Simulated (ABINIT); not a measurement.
MgB2: band structure with BLYP

MgB2:

```xyz
3
Lattice="3.0850 0.0000 0.0000 -1.5425 2.6717 0.0000 0.0000 0.0000 3.5230" Properties=species:S:1:pos:R:3 pbc="T T T"
Mg    0.0000    0.0000    0.0000
B     1.5425    0.8906    1.7615
B     0.0000    1.7811    1.7615
```

```json
{"Program": "ABINIT 10.8.3 (patched build)", "Task": "band structure", "Functional": "BLYP", "Potentials or basis": "JTH PAW PBE v2.0", "Cutoff": "408 eV", "k mesh": "10 × 10 × 8", "Occupations": "fermi-dirac, width 0.05 eV", "Spin": "no spin polarisation", "Fine-grid cutoff": "816.342 eV", "Exchange and correlation inside the PAW spheres": "full angular mesh (pawxcdev 0, this build's default; the released program takes 1)"}
```

| Item | Value |
| --- | --- |
| Band gap on the k mesh | none (metal or under the smearing width) |

Levels at the corners of the path, in eV from the Fermi level:
```tsv
point	band 6	band 7	band 8	band 9	band 10	band 11
Γ	-2.93	0.25	0.25	1.80	6.36	6.36
M	-7.75	-2.22	0.19	3.06	4.07	5.45
K	-7.25	-5.75	1.76	1.76	6.29	6.29
Γ	-2.93	0.25	0.25	1.80	6.36	6.36
A	-7.34	0.61	0.61	6.71	6.71	7.89
L	-6.85	-3.47	-1.93	-1.23	5.82	8.72
H	-6.39	-5.07	-1.93	-1.93	3.59	11.76
A	-7.34	0.61	0.61	6.71	6.71	7.89
```

It took 25 s on 1 thread of Arm Neoverse V1, on a shared host, peak memory 0.1 GiB.

Caveat: the atomic spheres overlap.
